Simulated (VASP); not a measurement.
## From VASP inputs to Ansatz: LiH (zincblende)

INCAR

```
IBRION = -1
PREC = Accurate
LELF = .TRUE.
ENCUT = 520
LCHARG = .TRUE.
EDIFF = 1E-7
NBANDS = 9
NELM = 120
ALGO = Normal
ISMEAR = 0
NSW = 0
SIGMA = 0.01
LWAVE = .FALSE.
LREAL = .FALSE.
ISIF = 2
METAGGA = R2SCAN
LASPH = .TRUE.
```

KPOINTS

```
KPOINTS created by Atomic Simulation Environment
0
Gamma
10 10 10
0 0 0
```

KPOINTS_OPT

```
special points
7
Reciprocal
0.0000000000 0.0000000000 0.0000000000 1
0.5000000000 0.0000000000 0.5000000000 1
0.5000000000 0.2500000000 0.7500000000 1
0.3750000000 0.3750000000 0.7500000000 1
0.5000000000 0.5000000000 0.5000000000 1
0.6250000000 0.2500000000 0.6250000000 1
0.5375000000 0.4250000000 0.5375000000 1
```

POSCAR

```
Li H
 1.0000000000000000
    -0.0000000000000000    2.1451220115935112    2.1451220115935112
     2.1451220115935112   -0.0000000000000000    2.1451220115935112
     2.1451220115935112    2.1451220115935112   -0.0000000000000000
 Li  H
   1   1
Cartesian
 -0.0000000000000000 -0.0000000000000000 -0.0000000000000000
  1.0725610057967556  1.0725610057967556  1.0725610057967556
```

VASP ran with the recommended PBE PAW datasets (4 valence electrons in the cell).

Write an Ansatz input for this cell and level of theory.



```yaml
crystal:
  lattice:
    - [0.0, 2.1451220116, 2.1451220116]
    - [2.1451220116, 0.0, 2.1451220116]
    - [2.1451220116, 2.1451220116, 0.0]
  atoms:
    - { symbol: Li, position: [0.0, 0.0, 0.0] }
    - { symbol: H, position: [0.25, 0.25, 0.25] }
kpoints:
  mp_grid: { grid: [10, 10, 10] }
  band_path:
    path:
      - [0.0, 0.0, 0.0]
      - [0.5, 0.0, 0.5]
      - [0.5, 0.25, 0.75]
      - [0.375, 0.375, 0.75]
      - [0.5, 0.5, 0.5]
      - [0.625, 0.25, 0.625]
      - [0.5375, 0.425, 0.5375]
    npoints: 1
hamiltonian:
  xc: r2scan
scf:
  occupations: { method: fixed }
  n_extra_bands: 4
output:
  forces: true
  stress: true
  eigenvalues: true
```

Other inputs would serve too.

```
                               VASP   Ansatz
gap between bands v and c   4.79 eV  4.72 eV
         least direct gap   5.84 eV  5.80 eV
                 pressure  -0.2 GPa  0.0 GPa
```

Datasets and cutoffs are each program's own. VASP's cell holds 4 valence electrons and Ansatz's 4. Ansatz's stress includes a Pulay correction; VASP's doesn't.
